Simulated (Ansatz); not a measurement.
Au (hcp type), DFT, PBE, PAW with Ansatz's default frozen-core files, scalar-relativistic (Ansatz 0.2.0), on 1 thread of Arm Neoverse V1 (shared host).

Command: `ansatz run input.yaml --threads 1 --pin off --max-ram 2048MiB --backend cpu --events-out ev --progress --plain --runs-dir out`

```yaml
crystal:
  lattice:
    - [2.6616168662, 0.0, 0.0]
    - [-1.3308084331, 2.3050278213, 0.0]
    - [0.0, 0.0, 4.3996523055]
  atoms:
    - { symbol: Au, position: [0.3333333333, 0.6666666667, 0.25] }
    - { symbol: Au, position: [0.6666666667, 0.3333333333, 0.75] }
kpoints:
  mp_grid: { grid: [15, 15, 8] }
scf:
  occupations: { method: fermi_dirac, width: 0.08 }
hamiltonian:
  xc: pbe
  pseudopotentials: { kind: paw }
output:
  forces: true
  stress: true
  eigenvalues: true
  populations: true
```

Problem. How large is the problem that the program sets up?

Solution. 135 irreducible k-points, 549 plane waves at Γ, 23 bands.

Problem. About how long does it take?

Solution. 4.5 s of wall time for 6 SCF iterations. Times on shared machines scatter by tens of per cent.
